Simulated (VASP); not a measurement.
All values below come from MS2 meta-GGA, VASP's PBE PAW potentials (set 64) (plane waves; VASP).

VASP ran on this input.

### INCAR
```
# general
SYSTEM =CsCl
PREC   =Accurate
ENCUT  =520
LREAL  =.FALSE.
LASPH  =.TRUE.

# electronic loop
EDIFF  =1E-7
NELM   =100
ALGO   =Normal
LMAXMIX=4
LMIXTAU=.TRUE.

# smearing
ISMEAR =0
SIGMA  =0.05

# functional
METAGGA=MS2

# ions
ISIF   =2

# output
LWAVE  =.FALSE.
LCHARG =.FALSE.
```

### POSCAR
```
CsCl
1
    4.2277880748     0.0000000000     0.0000000000
    0.0000000000     4.2277880748     0.0000000000
    0.0000000000     0.0000000000     4.2277880748
Cs Cl
1 1
Direct
  0.0000000000   0.0000000000   0.0000000000
  0.5000000000   0.5000000000   0.5000000000
```

File KPOINTS:
```
Automatic mesh
0
Gamma
7 7 7
0 0 0
```

POTCAR, in this order: Cs_sv Cl (PBE.64 set). Program: vasp_std.

The run wrote:

OSZICAR:
```
       N       E                     dE             d eps       ncg     rms          rms(c)
DAV:   1     0.882785552303E+02    0.88279E+02   -0.67033E+03   480   0.111E+03
DAV:   2    -0.604335642824E+01   -0.94322E+02   -0.87952E+02   764   0.184E+02
DAV:   3    -0.130928904673E+02   -0.70495E+01   -0.70224E+01   604   0.579E+01
DAV:   4    -0.131531652616E+02   -0.60275E-01   -0.60254E-01   560   0.641E+00
DAV:   5    -0.131538109210E+02   -0.64566E-03   -0.64559E-03   612   0.679E-01    0.356E+00
DAV:   6    -0.725730294992E+01    0.58965E+01   -0.42828E+00   480   0.213E+01    0.230E+00
DAV:   7    -0.614986779545E+01    0.11074E+01   -0.22226E+00   488   0.159E+01    0.158E+00
DAV:   8    -0.629444018414E+01   -0.14457E+00   -0.35391E-01   560   0.488E+00    0.767E-01
DAV:   9    -0.652790902293E+01   -0.23347E+00   -0.66680E-01   484   0.881E+00    0.574E-01
DAV:  10    -0.616335308657E+01    0.36456E+00   -0.56333E-01   480   0.829E+00    0.244E-01
DAV:  11    -0.615403665634E+01    0.93164E-02   -0.32963E-02   504   0.297E+00    0.225E-01
DAV:  12    -0.623397455366E+01   -0.79938E-01   -0.37242E-02   484   0.309E+00    0.106E-01
DAV:  13    -0.632980722396E+01   -0.95833E-01   -0.57240E-02   492   0.281E+00    0.118E-01
DAV:  14    -0.633116234510E+01   -0.13551E-02   -0.30845E-03   528   0.623E-01    0.707E-02
DAV:  15    -0.632002142840E+01    0.11141E-01   -0.72885E-03   492   0.852E-01    0.148E-01
DAV:  16    -0.633069301581E+01   -0.10672E-01   -0.39074E-03   504   0.696E-01    0.815E-02
DAV:  17    -0.633090716249E+01   -0.21415E-03   -0.76512E-04   528   0.369E-01    0.480E-02
DAV:  18    -0.633153400555E+01   -0.62684E-03   -0.27140E-04   508   0.256E-01    0.374E-02
DAV:  19    -0.633162749811E+01   -0.93493E-04   -0.23067E-05   596   0.611E-02    0.282E-02
DAV:  20    -0.633168676375E+01   -0.59266E-04   -0.15819E-05   516   0.457E-02    0.248E-02
DAV:  21    -0.633170500596E+01   -0.18242E-04   -0.53479E-06   544   0.269E-02    0.160E-02
DAV:  22    -0.633172218990E+01   -0.17184E-04   -0.10045E-05   516   0.382E-02    0.701E-03
DAV:  23    -0.633172298041E+01   -0.79050E-06   -0.33255E-07   600   0.591E-03    0.458E-03
DAV:  24    -0.633172370055E+01   -0.72014E-06   -0.55990E-07   520   0.930E-03    0.196E-03
DAV:  25    -0.633172384873E+01   -0.14818E-06   -0.30758E-08   380   0.214E-03    0.994E-04
DAV:  26    -0.633172390486E+01   -0.56129E-07   -0.15348E-08   320   0.128E-03
   1 F= -.63317239E+01 E0= -.63317239E+01  d E =-.482370E-11
```

**OUTCAR**
```
------------------------ aborting loop because EDIFF is reached ----------------------------------------
  FORCE on cell =-STRESS in cart. coord.  units (eV):
  Direction    XX          YY          ZZ          XY          YZ          ZX
  --------------------------------------------------------------------------------------
  Total       -0.4095012     -0.4095012     -0.4095012     -0.0000000      0.0000000      0.0000000
  in kB       -8.6821267     -8.6821267     -8.6821267     -0.0000000      0.0000000      0.0000000
  external PRESSURE =      -8.6821267 kB  Pullay stress =       0.0000000 kB
  volume of cell :       75.57
      direct lattice vectors                 reciprocal lattice vectors
     4.227788075  0.000000000  0.000000000     0.236530304  0.000000000  0.000000000
     0.000000000  4.227788075  0.000000000     0.000000000  0.236530304  0.000000000
     0.000000000  0.000000000  4.227788075     0.000000000  0.000000000  0.236530304
 POSITION                                       TOTAL-FORCE (eV/Angst)
 -----------------------------------------------------------------------------------
      0.00000      0.00000      0.00000         0.000000      0.000000      0.000000
      2.11389      2.11389      2.11389         0.000000      0.000000      0.000000
 -----------------------------------------------------------------------------------
    total drift:                                0.000000      0.000000     -0.000000
  FREE ENERGIE OF THE ION-ELECTRON SYSTEM (eV)
  ---------------------------------------------------
  free  energy   TOTEN  =        -6.3317239049 eV

  energy  without entropy=       -6.3317239049  energy(sigma->0) =       -6.33172390
```
(Selected blocks of OUTCAR.)

The compound is CsCl in the CsCl type structure. This cell is one point of a volume scan, at 1.06 of the reference volume.
